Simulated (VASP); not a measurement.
# Ni (Im-3m) in VASP: single point with PBE

Aim: the single point of Ni with PBE.

Program: VASP 6.6.1. These are calculated values, not measurements. Logs are shortened: lines on timing, memory, paths and dates and some standing lists are left out, and cuts for length are marked.

## 1. The structure

The structure is cubic, space group Im-3m (No. 229). Conventional cell: a = 2.794 Å, b = 2.794 Å, c = 2.794 Å, α = 90.00°, β = 90.00°, γ = 90.00°. Around Ni (site symmetry m-3m) lie 8 Ni at 2.42 Å.

The cell was built by a generator and needn't be a form met in nature.

## 2. Single point, PBE, collinear spin, typed start

Input file INCAR:

```
SYSTEM = Ni
  PREC = Accurate
  ENCUT = 520
  EDIFF = 1E-6
  ISMEAR = 0
  SIGMA = 0.05
  LREAL = .FALSE.
  LASPH = .TRUE.
  NELM = 150
  ALGO = Normal
  ISIF = 2
  LWAVE = .FALSE.
  LCHARG = .FALSE.
  ISPIN = 2
  MAGMOM = 0.8
  LORBIT = 11
  LMAXMIX = 4
  GGA = PE
  NBANDS = 15
```

Input file KPOINTS:

```
regular mesh
0
G
  10 10 10
  0 0 0
```

Input file POSCAR:

```
Ni
1.0
   -1.3969149756      1.3969149756      1.3969149756
    1.3969149756     -1.3969149756      1.3969149756
    1.3969149756      1.3969149756     -1.3969149756
Ni
1
Direct
    0.0000000000      0.0000000000      0.0000000000
```

Potentials or basis: VASP PAW PBE potentials, release 64 (Ni).

On the command line:

```bash
$ cat potpaw_PBE.64/Ni/POTCAR > POTCAR
$ mpirun -np 1 vasp_std > vasp.out
```

OUTCAR:

```text
SYSTEM = Ni
   PREC = Accurate
   ENCUT = 520
   EDIFF = 1E-6
   ISMEAR = 0
   LREAL = .FALSE.
   LASPH = .TRUE.
   NELM = 150
   ISIF = 2
   ISPIN = 2
   LORBIT = 11
   GGA = PE

 ion  position               nearest neighbor table
   1  0.000  0.000  0.000-

  LATTYP: Found a body centered cubic cell.
 ALAT       =     2.7938299512

  Lattice vectors:

 A1 = (  -1.3969149756,   1.3969149756,   1.3969149756)
 A2 = (   1.3969149756,  -1.3969149756,   1.3969149756)
 A3 = (   1.3969149756,   1.3969149756,  -1.3969149756)

Analysis of symmetry for initial positions (statically):
=====================================================================
 Subroutine PRICEL returns:
 Original cell was already a primitive cell.

 Routine SETGRP: Setting up the symmetry group for a
 body centered cubic supercell.

 Subroutine GETGRP returns: Found 48 space group operations
 (whereof 48 operations were pure point group operations)
 out of a pool of 48 trial point group operations.

The static configuration has the point symmetry O_h .

Analysis of symmetry for dynamics (positions and initial velocities):
=====================================================================
 Subroutine PRICEL returns:
 Original cell was already a primitive cell.

 Routine SETGRP: Setting up the symmetry group for a
 body centered cubic supercell.

 Subroutine GETGRP returns: Found 48 space group operations
 (whereof 48 operations were pure point group operations)
 out of a pool of 48 trial point group operations.

The dynamic configuration has the point symmetry O_h .

Analysis of structural, dynamic, and magnetic symmetry:
=====================================================================
 Subroutine PRICEL returns:
 Original cell was already a primitive cell.

 Routine SETGRP: Setting up the symmetry group for a
 body centered cubic supercell.

 Subroutine GETGRP returns: Found 48 space group operations
 (whereof 48 operations were pure point group operations)
 out of a pool of 48 trial point group operations.

The overall configuration has the point symmetry O_h .

 Subroutine INISYM returns: Found 48 space group operations
 (whereof 48 operations are pure point group operations),
 and found     1 'primitive' translations

----------------------------------------------------------------------------------------

                                     Primitive cell

  volume of cell :      10.9036

  direct lattice vectors                    reciprocal lattice vectors
    -1.396914976  1.396914976  1.396914976     0.000000000  0.357931591  0.357931591
     1.396914976 -1.396914976  1.396914976     0.357931591  0.000000000  0.357931591
     1.396914976  1.396914976 -1.396914976     0.357931591  0.357931591  0.000000000

  length of vectors
     2.419527712  2.419527712  2.419527712     0.506191711  0.506191711  0.506191711

  position of ions in fractional coordinates (direct lattice)
     0.000000000  0.000000000  0.000000000

  ion indices of the primitive-cell ions
   primitive index   ion index
                 1           1

----------------------------------------------------------------------------------------

 KPOINTS: regular mesh

Automatic generation of k-mesh.
 Grid dimensions read from file:
 generate k-points for:   10   10   10

 Generating k-lattice:

  Cartesian coordinates                     Fractional coordinates (reciprocal lattice)
     0.000000000  0.035793159  0.035793159     0.100000000  0.000000000  0.000000000
     0.035793159  0.000000000  0.035793159     0.000000000  0.100000000  0.000000000
     0.035793159  0.035793159  0.000000000     0.000000000  0.000000000  0.100000000

  Length of vectors
     0.050619171  0.050619171  0.050619171

  Shift w.r.t. Gamma in fractional coordinates (k-lattice)
     0.000000000  0.000000000  0.000000000

 Subroutine IBZKPT returns following result:
 ===========================================

 Found     47 irreducible k-points:

 Following reciprocal coordinates:
            Coordinates               Weight
  0.000000  0.000000  0.000000      1.000000
  0.100000  0.000000  0.000000     12.000000
  0.200000  0.000000  0.000000     12.000000
  0.300000  0.000000  0.000000     12.000000
  0.400000  0.000000  0.000000     12.000000
  0.500000  0.000000  0.000000      6.000000
[... 16 lines left out ...]
  0.300000  0.300000  0.100000      8.000000
 -0.300000  0.300000  0.100000     24.000000
 [... further k-points ...]
   k-points           NKPTS =     47   k-points in BZ     NKDIM =     47   number of bands    NBANDS=     15
   number of dos      NEDOS =    301   number of ions     NIONS =      1
   total plane-waves  NPLWV =   5832
   dimension x,y,z NGX =    18 NGY =   18 NGZ =   18
   dimension x,y,z NGXF=    36 NGYF=   36 NGZF=   36
   ions per type =               1
   NGX,Y,Z   is equivalent  to a cutoff of  12.37, 12.37, 12.37 a.u.
   NGXF,Y,Z  is equivalent  to a cutoff of  24.74, 24.74, 24.74 a.u.
 SYSTEM =  Ni
   PREC   = accura    normal or accurate (medium, high low for compatibility)
   ISTART =      0    job   : 0-new  1-cont  2-samecut
   ICHARG =      2    charge: 1-file 2-atom 10-const
   ISPIN  =      2    spin polarized calculation?
   LNONCOLLINEAR =      F non collinear calculations
   LSORBIT =      F    spin-orbit coupling
   LASPH  =      T    aspherical Exc in radial PAW
   ENCUT  =  520.0 eV  38.22 Ry    6.18 a.u.   4.50  4.50  4.50*2*pi/ulx,y,z
   NELM   =    150;   NELMIN=  2; NELMDL= -5     # of ELM steps
   EDIFF  = 0.1E-05   stopping-criterion for ELM
   LREAL  =      F    real-space projection
   EDIFFG = 0.1E-04   stopping-criterion for IOM
   NSW    =      0    number of steps for IOM
   IBRION =     -1    ionic relax: 0-MD 1-quasi-New 2-CG
   NFREE  =      0    steps in history (QN), initial steepest desc. (CG)
   ISIF   =      2    stress and relaxation
   ISYM   =      2    0-nonsym 1-usesym 2-fastsym
   POTIM  = 0.5000    time-step for ionic-motion
   TEBEG  =    0.0;   TEEND  =   0.0 temperature during run
   PSTRESS=    0.0 pullay stress
   NELECT =      10.0000    total number of electrons
   NUPDOWN=      -1.0000    fix difference up-down
   EMIN   =  10.00;   EMAX   =-10.00  energy-range for DOS
   EFERMI =   0.00;   METHOD = LEGACY
   ISMEAR =     0;   SIGMA  =   0.05  broadening in eV -4-tet -1-fermi 0-gaus
   EFERMI_NEDOS =   21; number of points for ismear=-14 and -15
   IALGO  =     38    algorithm
   IMIX   =      4    mixing-type and parameters
     AMIX     =   0.40;   BMIX     =  1.00
     AMIX_MAG =   1.60;   BMIX_MAG =  1.00
  volume/ion in A,a.u.               =      10.90        73.58
  Fermi-wavevector in a.u.,A,eV,Ry     =   1.590565  3.005733 34.421355  2.529898
  Thomas-Fermi vector in A             =   2.689241
   LORBIT       =     11    0 simple, 1 ext, 2 COOP (PROOUT), +10 PAW based schemes
   GGA     = PE    functional components
   LHFCALC =     F    Hartree Fock is set to
   AEXX    =    0.0000 exact exchange contribution
   IVDW    =     0    specifies the selected vdW correction
   LEPSILON=     F    determine dielectric tensor
   LRPA    =     F    only Hartree local field effects (RPA)
 spin polarized calculation
 Gauss-broadening in eV      SIGMA  =   0.05
  energy-cutoff  :      520.00
  volume of cell :       10.90
 maximum number of plane-waves:       321
 NGX is ok and might be reduce to    18
   NGX =  9   NGY =  9   NGZ =  9

 number of electron      10.0000000 magnetization       0.8000000

 number of electron       9.9999987 magnetization       0.5830378

 Free energy of the ion-electron system (eV)
  ---------------------------------------------------
  ext. energy  EPLUGINS =         0.00000000
  ---------------------------------------------------
  free energy    TOTEN  =        -5.37242219 eV

  energy without entropy =       -5.36959113  energy(sigma->0) =       -5.37100666

 E-fermi :   9.2327     XC(G=0): -13.2365

 val. band max:        9.2239537045   @ k =   0.4000   0.2000  -0.0000
 cond. band min:       9.2361778187   @ k =  -0.4000   0.5000   0.3000
 fundamental gap:      0.0122241142
 Fermi energy:         9.2327018157

 spin component 1

 k-point     1 :       0.0000    0.0000    0.0000
  band No.  band energies     occupation
      1       0.3464      1.00000
      2       6.9177      1.00000
      3       6.9177      1.00000
      4       6.9177      1.00000
      5       8.3527      1.00000
      6       8.3527      1.00000
      7      35.6541      0.00000
      8      35.6541      0.00000
      9      35.6541      0.00000
     10      40.5362      0.00000
     11      40.5362      0.00000
     12      41.4976      0.00000
     13      41.4976      0.00000
     14      41.4976      0.00000
     15      42.2926      0.00000
[... 397 lines left out ...]
 k-point    24 :      -0.3000    0.3000    0.1000
  band No.  band energies     occupation
      1       3.8064      1.00000
      2       6.5045      1.00000
      3       6.8427      1.00000
      4       7.8824      1.00000
      5       8.2500      1.00000
      6       8.7425      1.00000
      7      22.6810      0.00000
      8      29.1203      0.00000
      9      29.4184      0.00000
     10      36.1148      0.00000
     11      36.6935      0.00000
     12      39.4930      0.00000
     13      49.5557      0.00000
     14      49.7815      0.00000
     15      53.0825      0.00000

 [... further k-points ...]

 spin component 2

 k-point     1 :       0.0000    0.0000    0.0000
  band No.  band energies     occupation
      1       0.3348      1.00000
      2       7.6409      1.00000
      3       7.6409      1.00000
      4       7.6409      1.00000
      5       8.8354      1.00000
      6       8.8354      1.00000
      7      35.5528      0.00000
      8      35.5528      0.00000
      9      35.5528      0.00000
     10      40.4617      0.00000
     11      40.4617      0.00000
     12      41.6849      0.00000
     13      41.6849      0.00000
     14      41.6849      0.00000
     15      42.4586      0.00000
[... 397 lines left out ...]
 k-point    24 :      -0.3000    0.3000    0.1000
  band No.  band energies     occupation
      1       3.8730      1.00000
      2       7.1888      1.00000
      3       7.3186      1.00000
      4       8.4665      1.00000
      5       9.0289      1.00000
      6       9.2117      0.72362
      7      22.8326      0.00000
      8      29.2648      0.00000
      9      29.3972      0.00000
     10      36.1549      0.00000
     11      36.7883      0.00000
     12      39.5430      0.00000
     13      49.5826      0.00000
     14      49.8298      0.00000
     15      53.2565      0.00000

 [... further k-points ...]
[... 5 lines left out ...]
  --------------------------------------------------------------------------------------
  -------------------------------------------------------------------------------------
  Total        0.1173668      0.1173668      0.1173668      0.0000000      0.0000000      0.0000000
  in kB       17.2459038     17.2459038     17.2459038      0.0000000      0.0000000      0.0000000
  external PRESSURE =      17.2459038 kB  Pullay stress =       0.0000000 kB

 VOLUME and BASIS-vectors are now :
 -----------------------------------------------------------------------------
  energy-cutoff  :      520.00
  volume of cell :       10.90
      direct lattice vectors                 reciprocal lattice vectors
    -1.396914976  1.396914976  1.396914976     0.000000000  0.357931591  0.357931591
     1.396914976 -1.396914976  1.396914976     0.357931591  0.000000000  0.357931591
     1.396914976  1.396914976 -1.396914976     0.357931591  0.357931591  0.000000000

 POSITION                                       TOTAL-FORCE (eV/Angst)
 -----------------------------------------------------------------------------------
      0.00000      0.00000      0.00000         0.000000      0.000000      0.000000
 -----------------------------------------------------------------------------------
    total drift:                                0.000000      0.000000      0.000000

  FREE ENERGIE OF THE ION-ELECTRON SYSTEM (eV)
  ---------------------------------------------------
  free  energy   TOTEN  =        -5.3724221938 eV

  energy  without entropy=       -5.3695911263  energy(sigma->0) =       -5.37100666

 total charge

# of ion       s       p       d       tot
------------------------------------------
    1        0.491   0.486   8.335   9.311

 magnetization (x)

# of ion       s       p       d       tot
------------------------------------------
    1       -0.005  -0.016   0.612   0.591
```

Run time: 7 s. Hardware: 1 thread of Intel Xeon 6975P-C (Granite Rapids), shared host; peak memory 0.13 GiB.

What came out:

| Quantity | Value |
| --- | --- |
| Free energy | -5.3724 eV |
| Pressure | 1.7 GPa |
| Band gap on the k mesh | none (metal or under the smearing width) |
| Net moment | 0.58 μB per cell |
| Site moments | Ni +0.59 μB |
| Valence electrons inside the program's atomic spheres | Ni 9.31 |
